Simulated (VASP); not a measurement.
# KTaO3 (Pm-3m) in VASP: a series of runs

One crystal, KTaO3, is run at these levels: TB-mBJ, PBE; tasks: band structure, dielectric tensor, optical spectrum, phonons.

All numbers are computed with VASP 6.6.1; they aren't measurements. Logs are shortened: lines on timing, memory, paths and dates and some standing lists are left out, and cuts for length are marked.

**1. The structure**

The structure is cubic, space group Pm-3m (No. 221). The conventional cell has a = 3.989 Å, b = 3.989 Å, c = 3.989 Å, α = 90.00°, β = 90.00°, γ = 90.00°. Around K (site symmetry m-3m) lie 12 O at 2.82 Å. Ta (site symmetry m-3m) is surrounded by 6 O at 1.99 Å. Around O (site symmetry 4/mmm) lie 2 Ta at 1.99 Å.

**2. Band structure, TB-mBJ**

The input, POSCAR:

```
KTaO3                                   
1.0
    3.9890690789      0.0000000000      0.0000000000
    0.0000000000      3.9890690789      0.0000000000
    0.0000000000      0.0000000000      3.9890690789
  K               Ta              O             
     1     1     3
Direct
     0.5000000000000000    0.5000000000000000    0.5000000000000000
     0.0000000000000000    0.0000000000000000    0.0000000000000000
     0.5000000000000000    0.0000000000000000    0.0000000000000000
     0.0000000000000000    0.5000000000000000    0.0000000000000000
     0.0000000000000000    0.0000000000000000    0.5000000000000000
```

The input, INCAR.step1:

```
PREC = Accurate
ENCUT = 520
EDIFF = 1E-5
ISMEAR = 0
SIGMA = 0.03
LREAL = False
LASPH = True
NELM = 80
ALGO = Normal
ISIF = 2
LWAVE = True
LCHARG = False
LMAXMIX = 4
NBANDS = 27
KPAR = 2
GGA = PE
```

The input, INCAR.step2:

```
PREC = Accurate
ENCUT = 520
EDIFF = 1E-7
ISMEAR = 0
SIGMA = 0.03
LREAL = False
LASPH = True
NELM = 80
ALGO = Normal
ISIF = 2
LWAVE = False
LCHARG = False
LMAXMIX = 4
METAGGA = MBJ
NBANDS = 27
KPAR = 2
ISTART = 1
```

The input, KPOINTS:

```
Automatic mesh
0
Gamma
  8 8 8
```

The input, KPOINTS_OPT:

```
explicit points
158
Reciprocal
 0.0000000000  0.0000000000  0.0000000000 1
 0.0000000000  0.0357142857  0.0000000000 1
 0.0000000000  0.0714285714  0.0000000000 1
 0.0000000000  0.1071428571  0.0000000000 1
 0.0000000000  0.1428571429  0.0000000000 1
 0.0000000000  0.1785714286  0.0000000000 1
[... 150 lines left out ...]
 0.0157094500  0.4842905500  0.0000000000 1
-0.0157094500  0.5157094500  0.0000000000 1
```

Potentials or basis: VASP PAW PBE potentials, release 64 (K_sv, Ta_pv, O).

The run is started by

```
$ cat potpaw_PBE.64/K_sv/POTCAR potpaw_PBE.64/Ta_pv/POTCAR potpaw_PBE.64/O/POTCAR > POTCAR
$ cp INCAR.step1 INCAR
$ mpirun -np 2 vasp_std > vasp.out
$ cp INCAR.step2 INCAR
$ mpirun -np 2 vasp_std > vasp.out
```

OUTCAR:

```text
PREC = Accurate
   ENCUT = 520
   EDIFF = 1E-7
   ISMEAR = 0
   LREAL = False
   LASPH = True
   NELM = 80
   ISIF = 2
   METAGGA = MBJ
   ISTART = 1

 ion  position               nearest neighbor table
   1  0.500  0.500  0.500-   3 2.82   4 2.82   5 2.82   3 2.82   4 2.82   3 2.82   5 2.82   3 2.82
                             4 2.82   5 2.82   4 2.82   5 2.82   2 3.45   2 3.45   2 3.45   2 3.45
   2  0.000  0.000  0.000-   3 1.99   4 1.99   5 1.99   5 1.99   4 1.99   3 1.99   1 3.45   1 3.45
                             1 3.45   1 3.45   1 3.45   1 3.45   1 3.45   1 3.45
   3  0.500  0.000  0.000-   2 1.99   2 1.99   1 2.82   1 2.82   1 2.82   1 2.82
   4  0.000  0.500  0.000-   2 1.99   2 1.99   1 2.82   1 2.82   1 2.82   1 2.82
   5  0.000  0.000  0.500-   2 1.99   2 1.99   1 2.82   1 2.82   1 2.82   1 2.82

  LATTYP: Found a simple cubic cell.
 ALAT       =     3.9890690789

  Lattice vectors:

 A1 = (   3.9890690789,   0.0000000000,   0.0000000000)
 A2 = (   0.0000000000,   3.9890690789,   0.0000000000)
 A3 = (   0.0000000000,   0.0000000000,   3.9890690789)

Analysis of symmetry for initial positions (statically):
=====================================================================
 Subroutine PRICEL returns:
 Original cell was already a primitive cell.

 Routine SETGRP: Setting up the symmetry group for a
 simple cubic supercell.

 Subroutine GETGRP returns: Found 48 space group operations
 (whereof 48 operations were pure point group operations)
 out of a pool of 48 trial point group operations.

The static configuration has the point symmetry O_h .

Analysis of symmetry for dynamics (positions and initial velocities):
=====================================================================
 Subroutine PRICEL returns:
 Original cell was already a primitive cell.

 Routine SETGRP: Setting up the symmetry group for a
 simple cubic supercell.

 Subroutine GETGRP returns: Found 48 space group operations
 (whereof 48 operations were pure point group operations)
 out of a pool of 48 trial point group operations.

The dynamic configuration has the point symmetry O_h .

 Subroutine INISYM returns: Found 48 space group operations
 (whereof 48 operations are pure point group operations),
 and found     1 'primitive' translations

[... 98 lines left out ...]
   ENCUT  =  520.0 eV  38.22 Ry    6.18 a.u.   7.42  7.42  7.42*2*pi/ulx,y,z
   NELM   =     80;   NELMIN=  2; NELMDL=  0     # of ELM steps
   EDIFF  = 0.1E-06   stopping-criterion for ELM
   LREAL  =      F    real-space projection
   EDIFFG = 0.1E-05   stopping-criterion for IOM
   NSW    =      0    number of steps for IOM
   IBRION =     -1    ionic relax: 0-MD 1-quasi-New 2-CG
   NFREE  =      0    steps in history (QN), initial steepest desc. (CG)
   ISIF   =      2    stress and relaxation
   ISYM   =      2    0-nonsym 1-usesym 2-fastsym
   POTIM  = 0.5000    time-step for ionic-motion
   TEBEG  =    0.0;   TEEND  =   0.0 temperature during run
   PSTRESS=    0.0 pullay stress
   NELECT =      38.0000    total number of electrons
   NUPDOWN=      -1.0000    fix difference up-down
   EMIN   =  10.00;   EMAX   =-10.00  energy-range for DOS
   EFERMI =   0.00;   METHOD = LEGACY
   ISMEAR =     0;   SIGMA  =   0.03  broadening in eV -4-tet -1-fermi 0-gaus
   EFERMI_NEDOS =   21; number of points for ismear=-14 and -15
   IALGO  =     38    algorithm
   IMIX   =      4    mixing-type and parameters
     AMIX     =   0.40;   BMIX     =  1.00
     AMIX_MAG =   1.60;   BMIX_MAG =  1.00
  volume/ion in A,a.u.               =      12.70        85.67
  Fermi-wavevector in a.u.,A,eV,Ry     =   1.379742  2.607334 25.901238  1.903687
  Thomas-Fermi vector in A             =   2.504683
   LORBIT       =      0    0 simple, 1 ext, 2 COOP (PROOUT), +10 PAW based schemes
   METAGGA = MBJ    functional components
   LHFCALC =     F    Hartree Fock is set to
   AEXX    =    0.0000 exact exchange contribution
   IVDW    =     0    specifies the selected vdW correction
   LEPSILON=     F    determine dielectric tensor
   LRPA    =     F    only Hartree local field effects (RPA)
 non-spin polarized calculation
 Gauss-broadening in eV      SIGMA  =   0.03
  energy-cutoff  :      520.00
  volume of cell :       63.48
 maximum number of plane-waves:      1743
 NGX is ok and might be reduce to    30
   NGX = 15   NGY = 15   NGZ = 15

 number of electron      37.9999976 magnetization

 Free energy of the ion-electron system (eV)
  ---------------------------------------------------
  ext. energy  EPLUGINS =         0.00000000
  ---------------------------------------------------
  free energy    TOTEN  =       856.04571727 eV

  energy without entropy =      856.04571727  energy(sigma->0) =      856.04571727

 E-fermi :   2.7337     XC(G=0):  -9.4661

 val. band max:        2.5905467626   @ k =   0.5000   0.5000   0.5000
 cond. band min:       6.0911291975   @ k =   0.0000   0.0000   0.0000
 fundamental gap:      3.5005824349
 Fermi energy:         2.7336622554

 k-point     1 :       0.0000    0.0000    0.0000
  band No.  band energies     occupation
      1     -31.0471      2.00000
      2     -31.0471      2.00000
      3     -31.0471      2.00000
      4     -25.9119      2.00000
      5     -16.2080      2.00000
      6     -15.6910      2.00000
[... 709 lines left out ...]
     26      14.3082      0.00000
     27      14.5341      0.00000

 [... further k-points ...]

------------------------ aborting loop because EDIFF is reached ----------------------------------------

  FORCE on cell =-STRESS in cart. coord.  units (eV):
  Direction    XX          YY          ZZ          XY          YZ          ZX
  --------------------------------------------------------------------------------------
  -------------------------------------------------------------------------------------
  Total      -62.5817163    -62.5817163    -62.5817163     -0.0000000     -0.0000000     -0.0000000
  in kB    -1579.5863805  -1579.5863805  -1579.5863805     -0.0000000     -0.0000000     -0.0000000
  external PRESSURE =   -1579.5863805 kB  Pullay stress =       0.0000000 kB

 VOLUME and BASIS-vectors are now :
 -----------------------------------------------------------------------------
  energy-cutoff  :      520.00
  volume of cell :       63.48
      direct lattice vectors                 reciprocal lattice vectors
     3.989069079  0.000000000  0.000000000     0.250685055  0.000000000  0.000000000
     0.000000000  3.989069079  0.000000000     0.000000000  0.250685055  0.000000000
     0.000000000  0.000000000  3.989069079     0.000000000  0.000000000  0.250685055

 POSITION                                       TOTAL-FORCE (eV/Angst)
 -----------------------------------------------------------------------------------
      1.99453      1.99453      1.99453         0.000000      0.000000      0.000000
      0.00000      0.00000      0.00000         0.000000      0.000000      0.000000
      1.99453      0.00000      0.00000         0.000000      0.000000      0.000000
      0.00000      1.99453      0.00000         0.000000      0.000000      0.000000
      0.00000      0.00000      1.99453         0.000000      0.000000      0.000000
 -----------------------------------------------------------------------------------
    total drift:                                0.000000     -0.000000      0.000000

  FREE ENERGIE OF THE ION-ELECTRON SYSTEM (eV)
  ---------------------------------------------------
  free  energy   TOTEN  =       856.0457172684 eV

  energy  without entropy=      856.0457172684  energy(sigma->0) =      856.04571727
```

OUTCAR.step1:

```text
PREC = Accurate
   ENCUT = 520
   EDIFF = 1E-5
   ISMEAR = 0
   LREAL = False
[... 956 lines left out ...]
      0.00000      0.00000      0.00000         0.000000      0.000000      0.000000
      1.99453      0.00000      0.00000         0.000000      0.000000      0.000000
      0.00000      1.99453      0.00000         0.000000      0.000000      0.000000
      0.00000      0.00000      1.99453         0.000000      0.000000      0.000000
 -----------------------------------------------------------------------------------
    total drift:                                0.000000     -0.000000      0.000000

  FREE ENERGIE OF THE ION-ELECTRON SYSTEM (eV)
  ---------------------------------------------------
  free  energy   TOTEN  =       -41.0313693972 eV

  energy  without entropy=      -41.0313693972  energy(sigma->0) =      -41.03136940
```

OSZICAR.step1:

```text
N       E                     dE             d eps       ncg     rms          rms(c)
DAV:   1     0.319830261973E+03    0.31983E+03   -0.20651E+04  1890   0.141E+03
DAV:   2    -0.302938866429E+02   -0.35012E+03   -0.33900E+03  2214   0.405E+02
DAV:   3    -0.489488311461E+02   -0.18655E+02   -0.18567E+02  2651   0.916E+01
DAV:   4    -0.495937924350E+02   -0.64496E+00   -0.64379E+00  3116   0.107E+01
DAV:   5    -0.495968369493E+02   -0.30445E-02   -0.30441E-02  2519   0.768E-01    0.359E+01
DAV:   6    -0.412560057685E+02    0.83408E+01   -0.34629E+01  2255   0.397E+01    0.137E+01
DAV:   7    -0.410961495798E+02    0.15986E+00   -0.17242E+00  2482   0.846E+00    0.964E+00
DAV:   8    -0.410495499092E+02    0.46600E-01   -0.37604E-01  2241   0.514E+00    0.283E+00
DAV:   9    -0.410328321217E+02    0.16718E-01   -0.30533E-02  2343   0.138E+00    0.455E-01
DAV:  10    -0.410313465502E+02    0.14856E-02   -0.12754E-02  2538   0.722E-01    0.100E-01
DAV:  11    -0.410313389518E+02    0.75984E-05   -0.87283E-04  2579   0.186E-01    0.307E-02
DAV:  12    -0.410313652514E+02   -0.26300E-04   -0.51007E-05  2320   0.610E-02    0.117E-02
DAV:  13    -0.410313693972E+02   -0.41459E-05   -0.59711E-06  1738   0.199E-02
   1 F= -.41031369E+02 E0= -.41031369E+02  d E =-.151718E-30
```

Run time: 2.1 min. Hardware: 2 MPI ranks of Intel Xeon Platinum 8559C (Emerald Rapids), shared host; peak memory 0.23 GiB.

Results:

* Band gap on the k mesh: 3.50 eV, indirect (least direct gap 4.24 eV)
* Band gap along the path: 3.50 eV, indirect (least direct gap 4.24 eV)

Levels at the corners of the path, in eV from the valence-band top:
| point | band 17 | band 18 | band 19 | band 20 | band 21 | band 22 |
| --- | --- | --- | --- | --- | --- | --- |
| Γ | -0.74 | -0.74 | -0.74 | 3.50 | 3.50 | 3.50 |
| X | -1.29 | -0.92 | -0.92 | 3.63 | 6.00 | 6.00 |
| X | -1.29 | -0.92 | -0.92 | 3.63 | 6.00 | 6.00 |
| M | -1.29 | -1.29 | -0.03 | 6.04 | 6.04 | 7.40 |
| M | -1.29 | -1.29 | -0.03 | 6.04 | 6.04 | 7.40 |
| Γ | -0.74 | -0.74 | -0.74 | 3.50 | 3.50 | 3.50 |
| Γ | -0.74 | -0.74 | -0.74 | 3.50 | 3.50 | 3.50 |
| R | 0.00 | 0.00 | 0.00 | 7.49 | 7.49 | 7.49 |
| R | 0.00 | 0.00 | 0.00 | 7.49 | 7.49 | 7.49 |
| X | -1.29 | -0.92 | -0.92 | 3.63 | 6.00 | 6.00 |
| M | -1.29 | -1.29 | -0.03 | 6.04 | 6.04 | 7.40 |
| R | 0.00 | 0.00 | 0.00 | 7.49 | 7.49 | 7.49 |

Caveat: the PAW data sets were made with another functional, which shifts forces and pressure a little; spin-orbit coupling is left out, which moves the levels of the heavy elements.

**3. Band structure, TB-mBJ, spin-orbit coupling, no magnetisation**

POSCAR is that of step 2.

Changes to INCAR.step1 since step 2:

```diff
@@ -12,4 +12,9 @@
 LCHARG = False
+LNONCOLLINEAR = True
+MAGMOM = 0 0 0 0 0 0 0 0 0 0 0 0 0 0 0
+LORBIT = 11
+LSORBIT = True
+GGA_COMPAT = False
 LMAXMIX = 4
-NBANDS = 27
+NBANDS = 53
 KPAR = 2
```

Changes to INCAR.step2 since step 2:

```diff
@@ -12,5 +12,10 @@
 LCHARG = False
+LNONCOLLINEAR = True
+MAGMOM = 0 0 0 0 0 0 0 0 0 0 0 0 0 0 0
+LORBIT = 11
+LSORBIT = True
+GGA_COMPAT = False
 LMAXMIX = 4
 METAGGA = MBJ
-NBANDS = 27
+NBANDS = 53
 KPAR = 2
```

The input, KPOINTS:

```
Automatic mesh
0
Gamma
  6 6 6
```

KPOINTS_OPT is that of step 2.

Potentials or basis: VASP PAW PBE potentials, release 64 (K_sv, Ta_pv, O).

The run is started by

```
$ cat potpaw_PBE.64/K_sv/POTCAR potpaw_PBE.64/Ta_pv/POTCAR potpaw_PBE.64/O/POTCAR > POTCAR
$ cp INCAR.step1 INCAR
$ mpirun -np 2 vasp_ncl > vasp.out
$ cp INCAR.step2 INCAR
$ mpirun -np 2 vasp_ncl > vasp.out
```

Wall time 8.7 min (2 MPI ranks of Intel Xeon Platinum 8559C (Emerald Rapids), shared host); peak memory 0.45 GiB.

Results (log left out):

```yaml
Valence_electrons_inside_the_program's_atomic_spheres: K 8.21; Ta 8.47; O 5.34
```

Caveat: the PAW data sets were made with another functional, which shifts forces and pressure a little.

(Part 1 of 3 ends here.)
